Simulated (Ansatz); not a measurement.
**Ga2STe monolayer in a perpendicular field**

Aim: how the Ga2STe monolayer screens a field along its normal, and what the field does to its bands. A positive field points along +c.

Program: Ansatz 0.2.0. Level of theory: plane-wave DFT, PBE-D3(BJ), Ansatz PAW (set soft_1); PAW set soft_1. Results are calculated unless marked as measured.

## Step 1: Set-up

The cell holds 4 atoms: 1 Te, 2 Ga and 1 S. Cell: a = 3.845 Å, b = 3.845 Å, c = 39.951 Å, α = 90.0°, β = 90.0°, γ = 120.0°. Vacuum lies along c.

## Step 2: Relaxing the slab

The starting cell is a guess, so the in-plane lattice and the atoms are relaxed first, with the slab cut off from its images along the normal.

Contents of input.yaml:

```yaml
crystal:
  lattice:
    - [3.8454, 0.0, 0.0]
    - [-1.9227, 3.3302140877, 0.0]
    - [0.0, 0.0, 39.9507218109]
  atoms:
    - { symbol: Te, position: [0.3333333333, 0.6666666667, 0.4442973542] }
    - { symbol: Ga, position: [0.0, 0.0, 0.4795887596] }
    - { symbol: Ga, position: [0.0, 0.0, 0.5406640015] }
    - { symbol: S, position: [0.3333333333, 0.6666666667, 0.5557026458] }
  periodic: [true, true, false]
kpoints:
  mp_grid: { grid: [12, 12, 1] }
hamiltonian:
  xc: pbe
  dispersion: d3bj
  pseudopotentials: { kind: paw, azcp: { folder: soft_1 } }
scf:
  occupations: { method: fermi_dirac, width: 0.05 }
  convergence: { dr2_threshold: 1.0e-09 }
relax:
  f_tol: 0.004
  max_steps: 90
  cell: {}
output:
  write_potential: true
  write_density: true
  volumetric_format: npy
```

Launch:

```
ansatz run input.yaml --threads 2 --pin off --max-ram 3072MiB --backend cpu --events-out ev --progress --plain --runs-dir out
```

Numbers of over 12 decimals in the logs are rounded to 6 here.

The log of the run:

```text
Warning: relax.cell: scf.convergence.dr2_threshold = 1e-9 eV is looser than the 1.91549450332e-10 eV advised for a relaxation that steers and ends on the stress (1e-10 eV for each atom of the cell: 4, times the square of relax.cell.stress_2d_tol = 0.05 N/m over 14.5 Å (the atoms' height at the walk's start and 5 Å past either face), 3.460e-2 GPa, over a crystal's default 0.05). What an SCF threshold leaves in a stress goes as its square root, and in the free energy as the threshold itself, and one threshold admits the most on a small cell: [figures from the program's tests cut] Set scf.convergence.dr2_threshold to 1.91549450332e-10 eV or tighter. [rest of the remark cut]
Engine: ansatz 0.2.0, aarch64-unknown-linux-gnu
Pseudopotentials: kind: paw
Pseudopotential: Te, paw, valence charge 16, recommended cutoff 420 eV (normal), soft_1/Te.paw.azcp
Pseudopotential: Ga, paw, valence charge 13, recommended cutoff 420 eV (normal), soft_1/Ga.paw.azcp
Pseudopotential: S, paw, valence charge 6, recommended cutoff 420 eV (normal), soft_1/S.paw.azcp
Functional definition: PBE
  parameter kappa = 0.804
  parameter beta = 0.066725
  exchange = pbe_x(kappa = kappa, mu = beta*pi^2/3)
  correlation = pbe_c(beta = beta)
Crystal: 4 atoms, lattice volume = 511.609 Å³
Basis set: ecut = 420 eV, 9937 PW (Γ), exchange–correlation on 54×54×540 points (8 copies of the dense FFT grid, shifted against one another)
Bands: 29, of which v1, the nominal top of the filled ones, is band 24 counted from 1 (23 counted from 0)
Symmetry: 6 space group operations
Space group: P3m1 (ITA 156), of the structure as read, at distance tolerance 8.0e-5 Å
k-points: 19 of 144 (time reversal used)
Non-local potential: Te, projectors of the file, l = 0: 2, l = 1: 2, l = 2: 2, l = 3: 1
Non-local potential: Ga, projectors of the file, l = 0: 2, l = 1: 2, l = 2: 3, l = 3: 1
Non-local potential: S, projectors of the file, l = 0: 2, l = 1: 2, l = 2: 1
PAW form: soft (Blöchl's): semilocal exchange-correlation on the pseudo side does not see the compensation charge
PAW one-centre angular grid: Te, 590 points (default); XC on 64 Gauss nodes
PAW one-centre angular grid: Ga, 590 points (default); XC on 64 Gauss nodes
PAW one-centre angular grid: S, 110 points (default); XC on 64 Gauss nodes
Initial density: superposition of atomic densities (neutral atoms: chi_scale 0, normalization atom)
Initial wavefunctions: pseudopotential atomic-orbital guess
Functional: x = pbe(κ = 0.804, μ = 0.219515), c = pbe(β = 0.066725)
SCF iter   1: F=—  HF=-15450.859256 eV  |F-HF|=—  |Δ(HF+E_count)|=         —  Δρ=1.63e-2  dr2=1.67e0  ethr=3.10e-3  ⟨swp⟩=13.8  Hψ=3902  notcnv=0
preconditioner: auto → Resta (q_TF=auto, 1.839 Å⁻¹)  ε∞=1.5  [insulator: Δε(μ)=0.887 eV  Ē_g=13.716 eV  σ=0.050 eV  W_gap=1.00  n_scr=22 (ndim 8)  ℏωp=10.1 eV  f_vac=0.781  D(μ)=0.00/eV (n_scr^D=0)  ε∞_Penn≈1.5  vacuum switching on, ρ_ref=1.4e-2 e/Å³]
SCF iter   2: F=—  HF=-15450.461825 eV  |F-HF|=—  |Δ(HF+E_count)|=   3.97e-1  Δρ=8.02e-3  dr2=2.44e-1  ethr=3.10e-3  ⟨swp⟩=4.7  Hψ=1358  notcnv=0  defer=6
preconditioner: auto → LDOS  [insulator: Δε(μ)=0.208 eV  Ē_g=13.981 eV  σ=0.050 eV  W_gap=0.77  n_scr=22 (ndim 8)  ℏωp=10.1 eV  f_vac=0.784  D(μ)=0.18/eV (n_scr^D=2)  ε∞_Penn≈1.5  β→1.0]
SCF iter   3: F=—  HF=-15450.487446 eV  |F-HF|=—  |Δ(HF+E_count)|=   2.56e-2  Δρ=2.15e-3  dr2=2.08e-1  ethr=5.08e-4  ⟨swp⟩=5.1  Hψ=1454  notcnv=0  defer=6
SCF iter   4: F=—  HF=-15450.479985 eV  |F-HF|=—  |Δ(HF+E_count)|=   7.46e-3  Δρ=1.85e-3  dr2=2.44e-1  ethr=4.34e-4  ⟨swp⟩=4.9  Hψ=1501  notcnv=0  defer=6
SCF iter   5: F=—  HF=-15450.458035 eV  |F-HF|=—  |Δ(HF+E_count)|=   2.19e-2  Δρ=1.03e-3  dr2=3.71e-2  ethr=4.34e-4  ⟨swp⟩=2.8  Hψ=682  notcnv=0  defer=7
SCF iter   6: F=—  HF=-15450.454189 eV  |F-HF|=—  |Δ(HF+E_count)|=   3.85e-3  Δρ=3.51e-4  dr2=1.52e-3  ethr=7.72e-5  ⟨swp⟩=2.6  Hψ=776  notcnv=0  defer=6
SCF iter   7: F=—  HF=-15450.454427 eV  |F-HF|=—  |Δ(HF+E_count)|=   2.38e-4  Δρ=1.38e-4  dr2=1.91e-4  ethr=3.16e-6  ⟨swp⟩=3.0  Hψ=1113  notcnv=0  defer=6
SCF iter   8: F=—  HF=-15450.454376 eV  |F-HF|=—  |Δ(HF+E_count)|=   5.15e-5  Δρ=7.28e-5  dr2=2.11e-5  ethr=3.98e-7  ⟨swp⟩=3.2  Hψ=1144  notcnv=0  defer=6
SCF iter   9: F=—  HF=-15450.454378 eV  |F-HF|=—  |Δ(HF+E_count)|=   2.55e-6  Δρ=2.50e-5  dr2=3.48e-6  ethr=4.40e-8  ⟨swp⟩=2.7  Hψ=1127  notcnv=0  defer=6
SCF iter  10: F=—  HF=-15450.454388 eV  |F-HF|=—  |Δ(HF+E_count)|=   9.46e-6  Δρ=1.19e-5  dr2=9.80e-7  ethr=7.25e-9  ⟨swp⟩=2.8  Hψ=1187  notcnv=0  defer=6
SCF iter  11: F=—  HF=-15450.454387 eV  |F-HF|=—  |Δ(HF+E_count)|=   2.88e-7  Δρ=5.84e-6  dr2=1.95e-7  ethr=2.04e-9  ⟨swp⟩=2.7  Hψ=994  notcnv=0  defer=6
SCF iter  12: F=—  HF=-15450.454387 eV  |F-HF|=—  |Δ(HF+E_count)|=   7.45e-8  Δρ=9.73e-7  dr2=6.61e-9  ethr=4.07e-10  ⟨swp⟩=2.7  Hψ=1172  notcnv=0  defer=6
SCF iter  13: F=—  HF=-15450.454387 eV  |F-HF|=—  |Δ(HF+E_count)|=   7.71e-9  Δρ=4.71e-7  dr2=1.09e-9  ethr=1.38e-11  ⟨swp⟩=3.1  Hψ=1249  notcnv=0  defer=6
SCF iter  14: F=-15450.454387 eV  HF=-15450.454387 eV  |F-HF|=2.60e-10  |Δ(HF+E_count)|=   1.28e-9  Δρ=1.16e-7  dr2=1.48e-10  ethr=2.08e-12  ⟨swp⟩=10.8  Hψ=4185  notcnv=0
SCF 1 converged in 14 iterations: F = -15450.454387 eV  dr2 = 1.48e-10
  greatest PAW one-centre occupation: 0.998 electrons in one spin orbital (limit 2), on the Te atom at site 0 (counted from 0), in its partial waves of l = 2
relax step   1: F+E_penalty+E_count = -15450.45438728 eV  Δ(F+E_penalty+E_count) = +0.000e0 eV  max|allowed force component| = 1.687e0 eV/Å  Δτ_max = 0.0000 Å  P = +3.791 N/m  Ω = 511.609 Å³  fix = [c, alpha, beta]  reactions: c +0.000 N/m  (14 SCF iters, accepted)
Crystal: 4 atoms, lattice volume = 515.292 Å³
Basis set: ecut = 420 eV, 10129 PW (Γ), exchange–correlation on 54×54×540 points (8 copies of the dense FFT grid, shifted against one another)
Initial density: handed on by an earlier stage of this run
Initial wavefunctions: those handed on with the density
iter 1 solved again at ethr=4.90e-4 eV; its pass at ethr=3.10e-3 eV (dr2=2.35e-1 eV) is discarded
SCF iter   1: F=—  HF=-15450.812163 eV  |F-HF|=—  |Δ(HF+E_count)|=         —  Δρ=4.25e-3  dr2=2.43e-1  ethr=4.90e-4  ⟨swp⟩=2.1  Hψ=3912  notcnv=0
preconditioner: auto → Resta (q_TF=auto, 1.837 Å⁻¹)  ε∞=1.5  [insulator: Δε(μ)=0.514 eV  Ē_g=13.852 eV  σ=0.050 eV  W_gap=0.99  n_scr=22 (ndim 8)  ℏωp=10.1 eV  f_vac=0.783  D(μ)=0.00/eV (n_scr^D=0)  ε∞_Penn≈1.5  vacuum switching on, ρ_ref=1.4e-2 e/Å³]
SCF iter   2: F=—  HF=-15450.857457 eV  |F-HF|=—  |Δ(HF+E_count)|=   4.53e-2  Δρ=3.95e-3  dr2=7.32e-1  ethr=4.90e-4  ⟨swp⟩=6.7  Hψ=1373  notcnv=0  defer=3  recentre
[...]
SCF iter   8: F=—  HF=-15450.787896 eV  |F-HF|=—  |Δ(HF+E_count)|=   1.20e-5  Δρ=5.32e-6  dr2=2.17e-7  ethr=3.85e-9  ⟨swp⟩=3.1  Hψ=1172  notcnv=0  defer=4
SCF iter   9: F=—  HF=-15450.787896 eV  |F-HF|=—  |Δ(HF+E_count)|=   1.49e-8  Δρ=2.03e-6  dr2=1.56e-8  ethr=4.53e-10  ⟨swp⟩=2.9  Hψ=1080  notcnv=0  defer=4
SCF iter  10: F=—  HF=-15450.787896 eV  |F-HF|=—  |Δ(HF+E_count)|=   3.96e-9  Δρ=7.02e-7  dr2=2.11e-9  ethr=3.26e-11  ⟨swp⟩=2.9  Hψ=1162  notcnv=0  defer=4
SCF iter  11: F=-15450.787896 eV  HF=-15450.787896 eV  |F-HF|=3.09e-11  |Δ(HF+E_count)|=   1.80e-9  Δρ=1.98e-7  dr2=2.63e-10  ethr=2.08e-12  ⟨swp⟩=12.0  Hψ=4302  notcnv=0
SCF 3 converged in 11 iterations: F = -15450.787896 eV  dr2 = 2.63e-10
relax step   3: F+E_penalty+E_count = -15450.78789570 eV  Δ(F+E_penalty+E_count) = -9.397e-3 eV  max|allowed force component| = 4.721e-1 eV/Å  Δτ_max = 0.1548 Å  P = -0.370 N/m  Ω = 506.953 Å³  energy of the carried Pulay correction = +1.794e-4 eV  fix = [c, alpha, beta]  reactions: c -0.000 N/m  (11 SCF iters, accepted)
[...]
relax step   4: F+E_penalty+E_count = -15450.81190677 eV  Δ(F+E_penalty+E_count) = -2.401e-2 eV  max|allowed force component| = 5.280e-2 eV/Å  Δτ_max = 0.0813 Å  P = +0.036 N/m  Ω = 512.833 Å³  energy of the carried Pulay correction = -4.688e-5 eV  fix = [c, alpha, beta]  reactions: c +0.000 N/m  (11 SCF iters, accepted)
[...]
relax step   5: F+E_penalty+E_count = -15450.81207867 eV  Δ(F+E_penalty+E_count) = -1.719e-4 eV  max|allowed force component| = 4.699e-3 eV/Å  Δτ_max = 0.0047 Å  P = +0.004 N/m  Ω = 512.545 Å³  energy of the carried Pulay correction = -3.588e-5 eV  fix = [c, alpha, beta]  reactions: c +0.000 N/m  (7 SCF iters, accepted)
[...]
relax step   6: F+E_penalty+E_count = -15450.81208042 eV  Δ(F+E_penalty+E_count) = -1.754e-6 eV  max|allowed force component| = 3.016e-4 eV/Å  Δτ_max = 0.0002 Å  P = -0.001 N/m  Ω = 512.529 Å³  energy of the carried Pulay correction = -3.523e-5 eV  fix = [c, alpha, beta]  reactions: c -0.000 N/m  (5 SCF iters, accepted)
Initial wavefunctions: pseudopotential atomic-orbital guess (no wavefunctions were taken with the density)
iter 1 solved again at ethr=2.03e-6 eV; its pass at ethr=3.10e-3 eV (dr2=9.73e-4 eV) is discarded
SCF iter   1: F=—  HF=-15450.811415 eV  |F-HF|=—  |Δ(HF+E_count)|=         —  Δρ=3.46e-5  dr2=1.79e-7  ethr=2.03e-6  ⟨swp⟩=5.1  Hψ=6166  notcnv=0
eigensolver tolerance schedule: the retry pair's looser diagonalisation over-reported the residual by 5448.87 of it (diagonalisation noise at an unbounded share of the residual, at the tolerance the schedule requests for it); recorded, not acted on — ethr = c·dr2/N_el stays at c = 1.0e-1
preconditioner: auto → Resta (q_TF=auto, 1.839 Å⁻¹)  ε∞=1.5  [insulator: Δε(μ)=0.892 eV  Ē_g=13.770 eV  σ=0.050 eV  W_gap=1.00  n_scr=22 (ndim 8)  ℏωp=10.1 eV  f_vac=0.780  D(μ)=0.00/eV (n_scr^D=0)  ε∞_Penn≈1.5  vacuum switching on, ρ_ref=1.4e-2 e/Å³]
SCF iter   2: F=—  HF=-15450.811876 eV  |F-HF|=—  |Δ(HF+E_count)|=   4.61e-4  Δρ=1.74e-5  dr2=8.35e-8  ethr=3.72e-10  ⟨swp⟩=5.6  Hψ=1947  notcnv=0
SCF iter   3: F=—  HF=-15450.812012 eV  |F-HF|=—  |Δ(HF+E_count)|=   1.36e-4  Δρ=9.59e-6  dr2=5.13e-8  ethr=1.74e-10  ⟨swp⟩=2.4  Hψ=936  notcnv=0
SCF iter   4: F=—  HF=-15450.812080 eV  |F-HF|=—  |Δ(HF+E_count)|=   6.81e-5  Δρ=4.59e-6  dr2=1.53e-7  ethr=1.07e-10  ⟨swp⟩=4.1  Hψ=1158  notcnv=0  recentre
SCF iter   5: F=—  HF=-15450.812065 eV  |F-HF|=—  |Δ(HF+E_count)|=   1.51e-5  Δρ=5.69e-6  dr2=2.58e-8  ethr=1.07e-10  ⟨swp⟩=2.7  Hψ=857  notcnv=0
SCF iter   6: F=—  HF=-15450.812103 eV  |F-HF|=—  |Δ(HF+E_count)|=   3.81e-5  Δρ=1.81e-6  dr2=3.16e-9  ethr=5.38e-11  ⟨swp⟩=2.4  Hψ=681  notcnv=0
SCF iter   7: F=-15450.812112 eV  HF=-15450.812112 eV  |F-HF|=6.87e-7  |Δ(HF+E_count)|=   8.54e-6  Δρ=3.25e-7  dr2=2.37e-10  ethr=2.08e-12  ⟨swp⟩=13.9  Hψ=5035  notcnv=0
SCF 7 converged in 7 iterations: F = -15450.812112 eV  dr2 = 2.37e-10
relax step   7: F+E_penalty+E_count = -15450.81211233 eV  Δ(F+E_penalty+E_count) = -3.191e-5 eV  max|allowed force component| = 2.975e-4 eV/Å  Δτ_max = 0.0000 Å  P = -0.001 N/m  Ω = 512.529 Å³  fix = [c, alpha, beta]  reactions: c -0.000 N/m  stress off target by 9.73e-4 N/m on what of the cell is left free  SCF on the basis re-selected at this cell (its energy is not comparable with the rows above)  (7 SCF iters)
basis re-selected at this cell: Δ(F+E_penalty+E_count) = -3.191e-5 eV, ΔP = -0.000 N/m vs the last step (what re-selecting the basis moved, of the pressure what is left beyond the Pulay correction that the steps carried, after the strain that the cell walked since its last selection, with what the two solves' SCF thresholds leave and, on support functions, any second-order correction that the steps lacked; it is no m [...]
WARN: The output density's exchange-correlation potential varies sharply where the density is thin. Do not read a vacuum level from v_tot or v_xc, or from such a field of the output density. On a cell that repeats whose density bears no net charge and no dipole along the vacuum's axis use v_es (v_loc + v_h of the components); under efield.dipole_correction with no amplitude use v_es + v_field, which holds any externa [...]
SCF converged after 7 iterations
Free energy (F): -15450.812112 eV
Harris-Foulkes:  -15450.812112 eV  (|F-HF|=6.87e-7)
Internal energy: -15450.812109 eV  (E = F + TS)
E sigma→0 (E₀):  -15450.812111 eV
Entropy (-TS):   -0.000003 eV (-0.001 meV/atom)
Fermi energy:    -4.573063 eV
--- Per-component energies (eV) ---
  E_band       = -1001.109558
  E_kinetic    = 499.741073
  E_local      = -132079.872889  (includes V_loc(G=0)·N_el)
  E_nonlocal   = -86.393653
  E_hartree    = 66088.973242
  E_xc         = -336.815678
  E_vxc        = -294.822629  (∫ρ·V_xc dr)
  E_paw        = -9261.691947  (= ΣΔE_a)
  E_vpaw       = -1217.709780  (= ΣTr[D̂ρ^β])
  E_aug_tail   = -0.000337  (compensation charges beyond the density's cutoff)
  E_ewald      = 59726.147676
  E_disp       = -0.899597  (pairwise vdW)
  E_smearing   = -0.000003  (= −TS)
  E_closure    = 0.000000  (closes the sum)
  Σ components = -15450.812112   (vs F -15450.812112, Δ=0.00e0)
--- Forces (eV/Å), atoms counted from 1 ---
  atom   1  Te     0.00000000    -0.00000000     0.00029784
  atom   2  Ga     0.00000000    -0.00000000    -0.00018266
  atom   3  Ga     0.00000000    -0.00000000    -0.00008547
  atom   4  S      0.00000000    -0.00000000    -0.00002829
  max |Σ_I F_I| component: 1.43e-6 eV/Å
--- 2D stress c σ (N/m, compression-positive) ---
       -0.000973      -0.000000      -0.000000
       -0.000000      -0.000973      -0.000000
       -0.000000      -0.000000      -0.000000
  P = ½ c Tr σ = -0.0010 N/m
--- Band table (eV; the first three rows and the last of 19) ---
  k-point 0: bands = [... 20 lower, -7.2276, -5.9226, -5.0383, -5.0383, -4.1465, -2.0718, -1.3108, -1.3108, ... 1 higher]
  k-point 1: bands = [... 20 lower, -7.3111, -5.9103, -5.6632, -5.1992, -3.7862, -1.8104, -1.4169, -1.1650, ... 1 higher]
  k-point 2: bands = [... 20 lower, -7.5233, -6.9442, -5.7808, -5.5753, -3.2445, -2.3423, -1.0450, -0.8552, ... 1 higher]
  k-point 18: bands = [... 20 lower, -8.9136, -7.7735, -7.2868, -6.9259, -3.2536, -2.6774, -0.9688, -0.3593, ... 1 higher]
  the weakly bound empty levels are not read free of the cell's end (no_gap_told)
--- Relaxed structure (6 steps of the walk, 6 accepted, 1 SCFs on fresh bases) ---
  F+E_penalty+E_count = -15450.81211233 eV   max|allowed force component| = 2.975e-4 eV/Å   (the final SCF, on the basis selected at the relaxed cell)
  cell:  # Å, volume = 512.5286 Å³
    - [3.848854, 0.0, 0]
    - [-1.924427, 3.333205, 0]
    - [0, 0, 39.9507218109]
  atoms:
    - { symbol: Te, position: [0.333333, 0.666667, 0.442385] }
    - { symbol: Ga, position: [0, -3.700743415524894e-17, 0.477073] }
    - { symbol: Ga, position: [0, -3.700743415524894e-17, 0.538265] }
    - { symbol: S, position: [0.333333, 0.666667, 0.562529] }
```

It took 96 s on 2 threads of Arm Neoverse V2, shared host; peak memory 0.76 GiB.

Step by step:

```tsv
step	energy less that of the first step (eV)	largest force component (eV/Å)	volume (Å³)
1	0.0000	1.6871	511.61
2	-0.3241	0.6259	515.29
3	-0.3335	0.4721	506.95
4	-0.3575	0.0528	512.83
5	-0.3577	0.0047	512.55
6	-0.3577	0.0003	512.53
7*	-0.3577	0.0003	512.53
```

Relaxation steps marked * repeat the geometry before them on a plane-wave basis chosen anew for their cell, so energy and pressure can jump there.

Forces are held to the 6 operations that the run works with; a distortion that breaks them can't arise in this run.

```tsv
cell as run	before	after	change
a (Å)	3.845	3.849	+0.1 %
b (Å)	3.845	3.849	+0.1 %
```

The atoms that moved most (Å, along periodic axes as changes of fractional coordinates times the final cell, across vacuum about the mean position):

```tsv
atom	dx	dy	dz	length
S4	0.000	0.000	0.273	0.273
Ga2	0.000	0.000	-0.101	0.101
Ga3	0.000	0.000	-0.096	0.096
Te1	0.000	0.000	-0.076	0.076
```

The lattice constant a goes from 3.845 to 3.849 Å.

(Continued in part 2 of 2.)

[Logs are printed without paths, hosts, clocks, repeated set-up lines and the standing remarks that a program may print on its own settings, such as how far it seeks lower states.]

[Hosts, paths, dates, database ids (printed as entryN), source tags and the programs' standing remarks are cut or masked in the printed files.]

[Maps of the electrostatic potential energy from Ansatz leave out the sawtooth potential of an applied field or a dipole correction, so their vacuum need not be flat; planar profiles and work functions include it.]
